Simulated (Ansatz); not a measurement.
# Is this MgS structure a true minimum?

It was relaxed at this level from a cell as deposited in COD.

Method: DFT PBE, scalar-relativistic, plane waves, PAW (Ansatz 0.2.0). Settings: cutoff 420 eV, Γ-centred mesh 8×8×8 on the computed 2-atom cell, Gaussian smearing of 0.02 eV; no spin polarisation.

The cell below (2 atoms, space group Fm-3m (No. 225)) is relaxed within its symmetry.

```
Mg S
1.0
     0.00000    2.61486    2.61486
     2.61486    0.00000    2.61486
     2.61486    2.61486    0.00000
Mg S
1 1
Direct
  0.00000 0.00000 0.00000
  0.50000 0.50000 0.50000
```

For the test a repeat of it with 4 atoms (edges 3.70, 3.70, 6.41 Å) was strained at random (σ = 1.5 % a component), the atoms were moved at random (σ = 0.05 Å), and all was relaxed again on a coarse 6×6×6 mesh (in the run’s order of axes) with 0.10 eV smearing, with no symmetry imposed.

Task: Is the structure stable against such a distortion?

Result: It returns, within 1 meV/atom of the unmoved cell on that mesh and with the same symmetry when read at 0.1 Å (Immm at 0.01 Å, so small strains and shifts remain). No instability shows in this cell; modes of other wave vectors, which need another repeat, aren't tested.
